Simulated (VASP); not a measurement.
## HfS2: relaxation of cell and atoms with PBE+D3(BJ)

The system is HfS2.

```
Hf S
1.0
     3.59684    0.00000    0.00000
    -1.79842    3.11495    0.00000
     0.00000    0.00000    5.77000
Hf S
1 2
Direct
  0.00000 0.00000 0.00000
  0.66667 0.33333 0.74784
  0.33333 0.66667 0.25216
```

The cell is a database's computed one.

```yaml
Program: VASP 6.6.1
Task: relaxation of cell and atoms
Functional: PBE
Dispersion: D3(BJ)
Potentials_or_basis: VASP PAW PBE potentials, release 64 (Hf_pv, S)
Cutoff: 600 eV
k_mesh: 9 × 9 × 5
Occupations: gaussian, width 0.03 eV
Spin: no spin polarisation
Further_INCAR_settings: ALGO = Normal; EDIFF = 1e-07; IBRION = 2; EDIFFG = -0.005; NSW = 90; ISIF = 3
```

* Relaxed volume: 21.56 Å³/atom
* Relaxed cell: a = 3.599 Å, b = 3.599 Å, c = 5.765 Å, α = 90.00°, β = 90.00°, γ = 120.00°
* Space group after relaxing (to 0.05 Å): P-3m1 (No. 164)
* Energy gained by relaxing: 0.0 meV/atom
* Ionic steps: 4
* Pressure after relaxing: 0.0 GPa
* Largest force after relaxing: 0.003 eV/Å
* Band gap on the k mesh: 0.91 eV, indirect (least direct gap 1.86 eV)
* Dispersion energy per atom: -0.342 eV

Forces on the atoms (eV/Å):
```
Hf   0.000  0.000  0.000
S    0.000  0.000 -0.003
S    0.000  0.000  0.003
```

Final structure:
```cif
data_structure
_symmetry_space_group_name_H-M 'P 1'
_symmetry_Int_Tables_number 1
_cell_length_a 3.5994
_cell_length_b 3.5994
_cell_length_c 5.7653
_cell_angle_alpha 90.000
_cell_angle_beta 90.000
_cell_angle_gamma 120.000
_cell_volume 64.69
loop_
_atom_site_label
_atom_site_type_symbol
_atom_site_fract_x
_atom_site_fract_y
_atom_site_fract_z
_atom_site_occupancy
Hf1 Hf 0.00000 0.00000 0.00000 1
S1 S 0.66667 0.33333 0.74789 1
S2 S 0.33333 0.66667 0.25211 1
```

Levels at points of the mesh, in eV from the valence-band top:
```tsv
k point	band 8	band 9	band 10	band 11	band 12	band 13	band 14	band 15
(0.00, 0.00, 0.00)	-2.88	-0.16	-0.16	0.00	1.89	1.89	2.44	5.22
```

Wall time 46 s on 4 MPI ranks on Intel(R) Xeon(R) Platinum 8488C (Sapphire Rapids), on a shared host, peak memory 0.25 GiB a rank.

Caveat: spin-orbit coupling is left out, which moves the levels of the heavy elements; an odd mesh through Γ misses points on the zone boundary, where band edges often lie. As with any semilocal functional, this PBE gap is likely too small.
